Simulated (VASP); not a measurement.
Set up this calculation in VASP 6.6.1, as the native input.

```
Task                   : relaxation of cell and atoms
Functional             : PBE
Potentials or basis    : VASP PAW PBE potentials, release 64 (Ni_pv, O)
Cutoff                 : 900 eV
k mesh                 : 8 × 8 × 8
Occupations            : fermi-dirac, width 0.05 eV
Spin                   : collinear spin, ferromagnetic start
Starting moments       : [1.0, 0.0] μB
Further INCAR settings : ALGO = Normal; EDIFF = 1e-07; IBRION = 2; EDIFFG = -0.01; NSW = 40; ISIF = 3
```

The structure of NiO lies in POSCAR:

```
NiO
1.0
    0.0000000000      2.0913095100      2.0913095100
    2.0913095100      0.0000000000      2.0913095100
    2.0913095100      2.0913095100      0.0000000000
Ni O
1 1
Direct
    0.0000000000      0.0000000000      0.0000000000
    0.5000000000      0.5000000000      0.5000000000
```

One way to write it, as run:

INCAR

```
PREC = Accurate ; ENCUT = 900
EDIFF = 1E-7 ; ISMEAR = -1
SIGMA = 0.05 ; LREAL = False
LASPH = True ; NELM = 150
ALGO = Normal ; ISIF = 3
LWAVE = False ; LCHARG = False
ISPIN = 2 ; MAGMOM = 1 0
LORBIT = 11 ; LMAXMIX = 4
GGA = PE ; IBRION = 2
NSW = 40 ; EDIFFG = -0.01
```

KPOINTS

```
regular mesh
0
Gamma
  8 8 8
```

Potentials or basis: VASP PAW PBE potentials, release 64 (Ni_pv, O).

Run with:

```sh
$ cat potpaw_PBE.64/Ni_pv/POTCAR potpaw_PBE.64/O/POTCAR > POTCAR
$ mpirun -np 1 vasp_std > vasp.out
```

Results of the run:

```yaml
Relaxed_volume: 9.39 Å³/atom
Relaxed_cell: a = 2.984 Å, b = 2.984 Å, c = 2.984 Å, α = 60.00°, β = 60.00°, γ = 60.00°
Space_group_after_relaxing_to_0.05_Å: Fm-3m (No. 225)
Energy_gained_by_relaxing: 3.9 meV/atom
Ionic_steps: 3
Pressure_after_relaxing: 0.1 GPa
Band_gap_on_the_k_mesh: none (metal or under the smearing width)
Net_moment: 1.84 μB per cell
Site_moments: Ni +1.50; O +0.29 μB
Valence_electrons_inside_the_program's_atomic_spheres: Ni 14.27; O 4.97
```

Caveat: a cell with one magnetic atom can't hold antiferromagnetic order, which such compounds often take; semilocal functionals often make such compounds metallic where correlation or magnetic order opens a gap, which also shifts bond lengths.

Run time: 72 s on 1 thread of Intel(R) Xeon(R) 6975P-C (Granite Rapids), on a shared host, peak memory 0.2 GiB.
